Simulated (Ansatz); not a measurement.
**Ce: single point with PBE**

The system is Ce.

```
Ce
1.0
    -1.92965    1.98838    1.94753
     1.91087   -2.00598    1.94635
     1.89616    1.97250   -1.96514
Ce
1
Direct
  0.01269 0.01560 0.00024
```

The cell isn't the ideal one: cell strained at random at fixed volume.

```yaml
Program: Ansatz 0.2.0
Task: single point
Functional: PBE
Potentials_or_basis: Ansatz PAW
Cutoff: "420 eV (not typed: the program's choice for these potentials)"
k_mesh: 10 × 10 × 10
Occupations: fermi-dirac, width 0.05 eV
Spin: collinear spin, ferromagnetic start
Starting_moments: "[1.0] μB"
```

The pressure is -0.8 GPa and the band gap on the k mesh is none (metal or under the smearing width). The net moment is 0.93 μB per cell and the absolute moment is 0.93 μB per cell. The site moments are Ce +0.75 μB.

Stress tensor (GPa, compression positive):
```
-2.75  0.22  0.10
 0.22  0.88  0.11
 0.10  0.11 -0.64
```

Levels at points of the mesh, in eV from the Fermi level:
Spin up:
```
              k point  band 2  band 3  band 4  band 5  band 6  band 7  band 8  band 9  band 10  band 11
   (0.00, 0.00, 0.00)  -16.38  -16.37  -16.30   -3.23   -0.11   -0.08   -0.03    0.73     0.77     0.82
  (0.00, 0.00, -0.50)  -18.56  -17.07  -16.42   -2.26   -0.49    0.00    0.23    0.40     0.54     0.64
  (0.00, -0.50, 0.00)  -18.54  -17.08  -16.44   -2.28   -0.69    0.04    0.25    0.41     0.52     0.64
 (0.00, -0.50, -0.50)  -18.53  -16.97  -16.34   -2.18   -0.28   -0.04    0.22    0.41     0.52     0.63
  (-0.50, 0.00, 0.00)  -18.56  -17.00  -16.37   -2.20   -0.24   -0.04    0.21    0.40     0.54     0.63
 (-0.50, 0.00, -0.50)  -18.51  -17.04  -16.42   -2.26   -0.72    0.04    0.26    0.41     0.51     0.63
 (-0.50, -0.50, 0.00)  -18.51  -16.99  -16.38   -2.21   -0.55    0.00    0.25    0.41     0.51     0.63
(-0.50, -0.50, -0.50)  -17.91  -17.81  -17.70   -2.59   -2.50    0.18    0.40    0.41     0.43     0.70
```
Spin down:
| k point | band 4 | band 5 | band 6 | band 7 | band 8 | band 9 |
| --- | --- | --- | --- | --- | --- | --- |
| (0.00, 0.00, 0.00) | -15.99 | -2.87 | 0.42 | 0.45 | 0.47 | 1.08 |
| (0.00, 0.00, -0.50) | -16.11 | -1.94 | -0.14 | 0.44 | 0.60 | 0.72 |
| (0.00, -0.50, 0.00) | -16.13 | -1.96 | -0.34 | 0.47 | 0.62 | 0.74 |
| (0.00, -0.50, -0.50) | -16.03 | -1.84 | 0.08 | 0.44 | 0.60 | 0.73 |
| (-0.50, 0.00, 0.00) | -16.06 | -1.87 | 0.11 | 0.43 | 0.58 | 0.73 |
| (-0.50, 0.00, -0.50) | -16.10 | -1.93 | -0.36 | 0.49 | 0.64 | 0.74 |
| (-0.50, -0.50, 0.00) | -16.06 | -1.88 | -0.18 | 0.46 | 0.64 | 0.74 |
| (-0.50, -0.50, -0.50) | -17.37 | -2.32 | -2.22 | 0.51 | 0.74 | 0.74 |

Wall time 38 s on 2 threads of Arm Neoverse V1 (shared host), peak memory 0.69 GiB.

Caveat: the magnetic or orbital state may not be the lowest; spin-orbit coupling is left out, which moves the levels of the heavy elements. The state reached can hang on the start; a lower one may exist.
